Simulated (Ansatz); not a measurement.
# Ru: substituted relatives

An exercise on one series of results from a longer session: the logs are not shown, and one member is left open.

Method: DFT PBEsol, scalar-relativistic, plane waves, PAW, in Ansatz 0.2.0.

1 further run of the same task is left out (set aside as unsound or not needed).

## The structure to begin with

The structure is hexagonal, space group P6_3/mmc (No. 194). The conventional cell has a = 2.689 Å, b = 2.689 Å, c = 4.252 Å, α = 90.00°, β = 90.00°, γ = 120.00°. Ru (site symmetry -6m2) has 12 Ru at 2.63 to 2.69 Å as nearest neighbours.

Coordinates:

```
CELL_PARAMETERS angstrom
2.68948 0.00000 0.00000
-1.34474 2.32916 0.00000
0.00000 0.00000 4.25194
ATOMIC_POSITIONS crystal
Ru 0.33333 0.66667 0.25000
Ru 0.66667 0.33333 0.75000
```

It goes back to an entry of the Materials Project.

This cell was relaxed beforehand with the same method: volume 13.32 Å³/atom, gap on the mesh none (metal).

The first run:

input.yaml reads:

```yaml
crystal:
  lattice:
    - [2.3570349732, 0.0, 0.0]
    - [-1.1785174866, 2.0412521644, 0.0]
    - [0.0, 0.0, 3.726361228]
  atoms:
    - { symbol: Ge, position: [0.3333333333, 0.6666666667, 0.25] }
    - { symbol: Ge, position: [0.6666666667, 0.3333333333, 0.75] }
basis:
  ecutwfc: 420
kpoints:
  mp_grid: { grid: [12, 12, 6] }
hamiltonian:
  xc: pbesol
scf:
  occupations: { method: gaussian, width: 0.1 }
output:
  forces: true
  stress: true
  eigenvalues: true
```

Launch:

```sh
> ansatz run input.yaml --threads 1 --pin off --max-ram 2560MiB --backend cpu --events-out ev --progress --plain --runs-dir out
```

Steps of the session up to this table: A first look at the start (Ge); Rough relaxation on the coarse mesh (Ge); Full relaxation (Ge); A first look at the start (Ir); A loose first relaxation (Ir); Relaxing cell and atoms (Ir).

One of the session's tables, all rows but one given; the rest of the session is left out.

It belongs to the step «The crystals compared». Lengths are those of the vectors of the cell that was run:

```
   swap  volume (Å³/atom)  a (Å)  b (Å)  c (Å)
   none             13.32  2.689  2.689  4.252
Ru → Si                 ?      ?      ?      ?
Ru → Rh             13.55  2.689  2.689  4.329
Ru → Sn             26.26  3.329  3.329  5.472
Ru → Pb             29.88  3.452  3.452  5.791
Ru → Ge             18.35  2.987  2.987  4.748
Ru → Ir             14.11  2.719  2.719  4.408
```

Estimate the missing values for Ru → Si.

**Answer.** volume (Å³/atom): 13.98; a (Å): 2.664; b (Å): 2.664; c (Å): 4.550. In the column «volume (Å³/atom)» it lies between Ru → Rh (13.55) and Ru → Ir (14.11).

Lengths are those of the computed cell. Rows of earlier swaps come from the sessions before.
